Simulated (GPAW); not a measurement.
# free-standing square Co monolayer, spacing 2.375 A: which magnetic order is lowest, part 2 of 2

Does free-standing square Co monolayer, spacing 2.375 A prefer parallel or opposed moments, or none?

GPAW 26.7.0; LDA; plane waves with GPAW's PAW setups, scalar-relativistic.

So far, largest spin moment in the augmentation sphere (μB): step 2 (order 1, typed as ferro +) 1.93; step 3 (start 2: antiferro q=(1/2,1/2,0) +-) 0.833; step 4 (order 3, typed as antiferro q=(0,1/2,0) +-) 1.55.

**6. A faulty input**

A slip in the input shows what the program catches and what it lets pass.

The input, run.py:

```python
import json
import numpy as np
from ase import Atoms
from ase.parallel import paropen, parprint
from gpaw import GPAW

atoms = Atoms(['Co'],
    cell=[[2.375, 0.0, 0.0],
         [0.0, 2.375, 0.0],
         [0.0, 0.0, 14.0]],
    scaled_positions=[[0.0, 0.0, 0.5]],
    pbc=True,
    magmoms=[2.0])
atoms.set_cell(atoms.cell * 0.75, scale_atoms=True)
atoms.calc = GPAW(mode={'name': 'pw', 'ecut': 550},
    xc='LDA',
    kpts={'size': (12, 12, 1), 'gamma': True},
    occupations={'name': 'fermi-dirac', 'width': 0.1},
    convergence={'density': 1e-05, 'energy': 1e-05},
    maxiter=60,
    txt='run.txt')
e = atoms.get_potential_energy(force_consistent=True)
res = {'free_energy': e, 'energy_sigma0': atoms.get_potential_energy(), 'fermi_energy': atoms.calc.get_fermi_level()}
res['moments'] = atoms.get_magnetic_moments().tolist()
res['total'] = atoms.get_magnetic_moment()
parprint('site moments (muB):', np.round(res['moments'], 3))
parprint(f"total moment: {res['total']:.3f} muB")
parprint(f'free energy: {e:.6f} eV')
atoms.calc.write('run.gpw')
with paropen('results.json', 'w') as f:
    json.dump(res, f)
```

Command:

```bash
OMP_NUM_THREADS=1 python3 run.py > run.log
```

Numbers of over 12 decimals in the logs are rounded to 6 here.

Output:

```text
site moments (muB): [-0.]
total moment: -0.000 muB
free energy: -4.507237 eV

--- run.txt ---
Input parameters:
  mode=PW(ecut=550),
  convergence={'density': 1e-05, 'energy': 1e-05},
  kpts=MonkhorstPack(size=(12, 12, 1), gamma=True),
  maxiter=60,
  occupations=Occupations(name='fermi-dirac', width=0.1),
  xc=XC(name='LDA')

Diagonalizing LCAO Hamiltonian
Converting LCAO to pw mode
  .---.
 *|   |
 ||   |
 ||   |
 ||   |
 ||   |
 ||   |
 ||   |
 Co   |
 ||   |
 ||   |
 ||   |
 ||   |
 |.---.
 *---*

Atoms  # Å, Bohr magnetons
|   | symbol |        x |        y |        z |    initial magnetic moments |
|---|--------|----------|----------|----------|-----------------------------|
| 0 |     Co | 0.000000 | 0.000000 | 5.250000 | ( 0.0000,  0.0000,  2.0000) |

Number of symmetries: 16

BZ-sampling:
  Number of BZ points: 144
  Number of IBZ points: 28

  Monkhorst-Pack size: [12, 12, 1]
  Monkhorst-Pack shift: [0.041667, 0.041667, 0.0]

Plane wave coefficients: 1013
Cutoff: 550.0 eV

Spin-components: 2 (collinear spins)
Bands:           9
Projectors:      6
Spin-degeneracy: 1
Datatype:        complex128

Parallelization:
  kpt:    1
  domain: 1
  band:   1

Density:
  Valence electrons: 9.0
  Components: 2
  Grid points: [10 10 60]
  Charge: 0.0  # |e|

Potential:
  Grid points: [10 10 60]

[... setups left out ...]
Reference energy: -37838.266704  # eV

convergence criteria:
- Maximum integral of absolute [dens]ity change: 1e-05 electrons / valence electron
- Maximum [total energy] change in last 3 cyles: 1e-05 eV / valence electron
- Maximum integral of absolute [eigenst]ate change: 4e-08 eV^2 / valence electron
maximum number of iterations: 60

SCF iterations
|iter     |      energy | eigst |  dens |  magmom |
|---------|-------------|-------|-------|---------|
|iter:   1|       0s |   -4.990969 | +0.78 |       |  +2.0028|
|iter:   2|       0s |   -4.788422 | -0.77 | -0.73 |  +1.9670|
|iter:   3|       0s |   -4.332769 | -0.73 | -0.78 |  +1.6427|
|iter:   4|       1s |   -4.379867 | -1.69 | -1.09 |  +1.2985|
|iter:   5|       1s |   -4.452775 | -1.97 | -1.27 |  +0.7660|
|iter:   6|       1s |   -4.470567 | -2.32 | -1.50 |  +0.4105|
|iter:   7|       2s |   -4.477318 | -2.66 | -1.80 |  +0.1917|
|iter:   8|       2s |   -4.478857 | -2.67 | -2.10 |  -0.0055|
|iter:   9|       2s |   -4.479153 | -3.79 | -2.49 |  +0.0300|
|iter:  10|       2s |   -4.479072 | -4.14 | -2.70 |  -0.0058|
|iter:  11|       3s |   -4.479106c| -5.23 | -3.39 |  -0.0005|
|iter:  12|       3s |   -4.479088c| -6.19 | -3.98 |  -0.0005|
|iter:  13|       3s |   -4.479092c| -6.96 | -4.43 |  -0.0002|
|iter:  14|       3s |   -4.479093c| -7.51c| -5.13c|  -0.0001|

Converged in 14 steps
Energy contributions relative to reference atoms: (reference = -37838.266704)

Energy contributions:
  Kinetic:          68.166665
  Coulomb:         -54.942236
  Zero:              0.113231
  External:          0.000000
  Xc:              -17.788609
  Entropy:          -0.056288
  Spinorbit:         0.000000
  ----------------------------
  Free energy:      -4.507237
  Extrapolated:     -4.479093

dipole moment: (-4.762051, -4.762051, -0.000005)  # |e|*Ang

Total magnetic moment: (0.000000, 0.000000, -0.000073)

Local magnetic moments
|        x |        y |         z |
|----------|----------|-----------|
| 0.000000 | 0.000000 | -0.000066 |  # Co   0

Fermi level: -0.114
Eigenvalues  # (at kpt = [-0.000, -0.000, 0.000])
| band index |      eig [eV] | occ [0-1] |      eig [eV] | occ [0-1] |
|------------|---------------|-----------|---------------|-----------|
|          0 |        -8.880 |     1.000 |        -8.880 |     1.000 |
|          1 |        -8.726 |     1.000 |        -8.727 |     1.000 |
|          2 |        -4.984 |     1.000 |        -4.984 |     1.000 |
|          3 |        -1.577 |     1.000 |        -1.577 |     1.000 |
|          4 |         0.329 |     0.012 |         0.329 |     0.012 |
|          5 |         0.329 |     0.012 |         0.329 |     0.012 |
|          6 |         1.648 |     0.000 |         1.648 |     0.000 |
|          7 |         4.444 |     0.000 |         4.444 |     0.000 |
|          8 |         6.195 |     0.000 |         6.195 |     0.000 |

No gap
No difference between direct/indirect transitions
```

The job ended after 6.2 s (1 MPI rank of AMD EPYC 9R45, shared host; peak memory 0.14 GiB).

The run converged, but its input is faulty, so its numbers are not to be trusted.

The fault in the input: a cell far too small.

The largest moment is 0 μB against 1.93 μB in the first run, and the free energy lies +2.62 eV from it.

The atoms are pressed together until their spheres overlap.

**7. Energies of the orders**

These are free energies at a smearing of 0.1 eV, so its entropy term is in the differences. They are divided by the number of seeded atoms, so that cells of unlike size compare. Wavevectors q in the names are fractions of the reciprocal vectors of the first run's cell.

Orders:

```csv
start,final state,typed order kept,energy over the lowest (meV a seeded atom),largest site moment (μB),net moment (μB a primitive cell),mesh matched,CPU time (s)
ferro +,ferromagnetic,yes,0,1.935,1.956,yes,9.84
"antiferro q=(1/2,1/2,0) +-",antiferromagnetic,yes,407.6,0.8329,0,yes,282.2
"antiferro q=(0,1/2,0) +-",antiferromagnetic,yes,231.6,1.549,0,yes,31.8
no spin polarisation,non-magnetic,-,419.2,0,0,yes,5.46
```

**8. Outcome**

| Item | Value |
| --- | --- |
| lowest state found | ferromagnetic (typed ferro +) |
| largest site moment | 1.93 μB |
| next state | antiferromagnetic, 232 meV a seeded atom higher |
| energy gained by spin polarisation | 419 meV a seeded atom |

In words: The lowest state found is ferromagnetic, reached from the start ferro +, with moments up to 1.93 μB. The next state costs 232 meV a seeded atom. Only 4 starts are shown; other collinear patterns, canted and longer-period orders are not.

[Logs and program files are shortened in this print: banners, set-up blocks, solver, clock and traceback lines can be left out without a mark of their own.]

[Logs are printed without paths, hosts, clocks, repeated set-up lines and the standing remarks that a program may print on its own settings, such as how far it seeks lower states.]

[Hosts, paths, dates, database ids (printed as entryN), source tags and the programs' standing remarks are cut or masked in the printed files.]

[Where a cell is said to come from a database of computed structures, the database is the Materials Project.]
